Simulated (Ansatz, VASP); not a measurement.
AgCl: VASP beside Ansatz

```
Ag Cl
1.0
    -2.23338    2.23338    2.74934
     2.23338   -2.23338    2.74934
     2.23338    2.23338   -2.74934
Ag Cl
1 1
Direct
  0.00000 0.00000 0.00000
  0.25000 0.75000 0.50000
```

Alike in both runs: functional PBE; k mesh 8 × 8 × 8; occupations gaussian, width 0.1 eV; no spin polarisation.

Ansatz relaxed the structure, and its values are those at the end. VASP's run is a single point on that final structure, the one shown.

|  | VASP | Ansatz |
| --- | --- | --- |
| version | VASP 6.6.1 | Ansatz 0.2.0 |
| potentials or method | VASP PAW PBE potentials, release 64 (Ag, Cl) | scalar-relativistic, plane waves, PAW |
| plane-wave cutoff (eV) | 520 | 420 |
| valence electrons in the cell | 18 | 26 |

VASP gave:

```
gap on the k mesh at the Fermi level (eV) : 1.22
least direct gap on the mesh (eV)         : 1.22
pressure (GPa)                            : 0.0
```

**Question.** Which values does Ansatz return?

**Answer.** gap on the k mesh at the Fermi level (eV): 1.23; least direct gap on the mesh (eV): 1.23; pressure (GPa): 0.1.

The functional is the same, so the differences come from potentials, cutoffs and numerics. The two sets of potentials don't hold the same shells in valence.
